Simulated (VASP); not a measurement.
These are PBE GGA, VASP's PBE PAW potentials (set 64) (plane waves; VASP) values and carry that method's errors.

The input files of a VASP run:

### KPOINTS
```
Automatic mesh
0
Gamma
5 5 5
0 0 0
```

POSCAR:
```
CaF2
2.78460
  0.0000000000   1.0000000000   1.0000000000
  1.0000000000   0.0000000000   1.0000000000
  1.0000000000   1.0000000000   0.0000000000
Ca F
1 2
Cartesian
  0.0000000000   0.0000000000   0.0000000000
  0.5000000000   0.5000000000   0.5000000000
  1.5000000000   1.5000000000   1.5000000000
```

INCAR:
```
LREAL = .FALSE.   # projection in real space or not
SIGMA = 0.05   # width (eV)
ISMEAR = 0
LASPH = .TRUE.
LCHARG = .FALSE.
SYSTEM = CaF2
PREC = Accurate
GGA = PE
EDIFF = 1E-6
ALGO = Normal
ISIF = 2
ENCUT = 520   # plane-wave cut-off (eV)
NELM = 100   # most electronic steps
LWAVE = .FALSE.
```

POTCAR, in this order: Ca_sv F (PBE.64 set). Program: vasp_std.

The run wrote:

### OSZICAR
```
       N       E                     dE             d eps       ncg     rms          rms(c)
DAV:   1     0.220191719511E+03    0.22019E+03   -0.13858E+04   320   0.152E+03
DAV:   2    -0.926605058067E+01   -0.22946E+03   -0.22197E+03   408   0.383E+02
DAV:   3    -0.182742886572E+02   -0.90082E+01   -0.90019E+01   352   0.862E+01
DAV:   4    -0.186541937535E+02   -0.37991E+00   -0.37981E+00   568   0.132E+01
DAV:   5    -0.186557811492E+02   -0.15874E-02   -0.15874E-02   352   0.874E-01    0.806E+00
DAV:   6    -0.173055203829E+02    0.13503E+01   -0.75435E+00   336   0.190E+01    0.317E+00
DAV:   7    -0.173102813997E+02   -0.47610E-02   -0.19144E-01   424   0.397E+00    0.170E+00
DAV:   8    -0.173294320741E+02   -0.19151E-01   -0.36034E-02   408   0.232E+00    0.190E-01
DAV:   9    -0.173341016431E+02   -0.46696E-02   -0.90060E-03   408   0.726E-01    0.144E-01
DAV:  10    -0.173349430831E+02   -0.84144E-03   -0.16107E-03   352   0.318E-01    0.234E-02
DAV:  11    -0.173349587869E+02   -0.15704E-04   -0.80016E-05   472   0.713E-02    0.158E-02
DAV:  12    -0.173349655824E+02   -0.67955E-05   -0.22428E-05   392   0.467E-02    0.359E-03
DAV:  13    -0.173349659013E+02   -0.31899E-06   -0.51823E-06   464   0.180E-02
   1 F= -.17334966E+02 E0= -.17334966E+02  d E =-.102180E-13
```

**OUTCAR**
```
------------------------ aborting loop because EDIFF is reached ----------------------------------------
  FORCE on cell =-STRESS in cart. coord.  units (eV):
  Direction    XX          YY          ZZ          XY          YZ          ZX
  --------------------------------------------------------------------------------------
  Total       -0.5609336     -0.5609336     -0.5609336      0.0000000     -0.0000000      0.0000000
  in kB      -20.8115115    -20.8115115    -20.8115115      0.0000000     -0.0000000      0.0000000
  external PRESSURE =     -20.8115115 kB  Pullay stress =       0.0000000 kB
  volume of cell :       43.18
      direct lattice vectors                 reciprocal lattice vectors
     0.000000000  2.784600000  2.784600000    -0.179559003  0.179559003  0.179559003
     2.784600000  0.000000000  2.784600000     0.179559003 -0.179559003  0.179559003
     2.784600000  2.784600000  0.000000000     0.179559003  0.179559003 -0.179559003
 POSITION                                       TOTAL-FORCE (eV/Angst)
 -----------------------------------------------------------------------------------
      0.00000      0.00000      0.00000        -0.000000     -0.000000     -0.000000
      1.39230      1.39230      1.39230         0.000000      0.000000      0.000000
      4.17690      4.17690      4.17690        -0.000000      0.000000     -0.000000
 -----------------------------------------------------------------------------------
    total drift:                                0.000000     -0.000000      0.000000
  FREE ENERGIE OF THE ION-ELECTRON SYSTEM (eV)
  ---------------------------------------------------
  free  energy   TOTEN  =       -17.3349659013 eV

  energy  without entropy=      -17.3349659013  energy(sigma->0) =      -17.33496590
```
(Selected blocks of OUTCAR.)

The compound is CaF2 in the fluorite structure. The cell was not relaxed at this level.
